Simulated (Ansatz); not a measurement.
Input and command of a plane-wave DFT calculation in Ansatz:

```yaml
crystal:
  lattice:
    - [2.6906838264, 0.0, 0.0]
    - [-1.3453419132, 2.3302005472, 0.0]
    - [0.0, 0.0, 4.3277730203]
  atoms:
    - { symbol: Ir, position: [0.6666666667, 0.3333333333, 0.75] }
    - { symbol: Ir, position: [0.3333333333, 0.6666666667, 0.25] }
basis:
  ecutwfc: 500
kpoints:
  mp_grid: { grid: [12, 12, 6] }
hamiltonian:
  xc: r2scan
scf:
  occupations: { method: gaussian, width: 0.1 }
output:
  forces: true
  stress: true
  eigenvalues: true
relax:
  adjacent_minimum: "off"
  f_tol: 0.05
  max_steps: 60
  cell: { stress_tol: 0.5 }
```

```bash
ansatz run input.yaml --threads 1 --pin off --max-ram 2560MiB --backend cpu --events-out ev --progress --plain --runs-dir out
```

Processor: Arm Neoverse V2, 1 thread, on a host shared with other jobs.

Q: Estimate time, memory and problem size.

A: About 22 s on 1 thread of Arm Neoverse V2, on a shared host, peak memory 0.39 GiB. It solves 21 bands at 76 k points (the mesh reduced by symmetry) with about 701 plane waves (on the last cell), in 31 SCF iterations over 5 ionic steps.
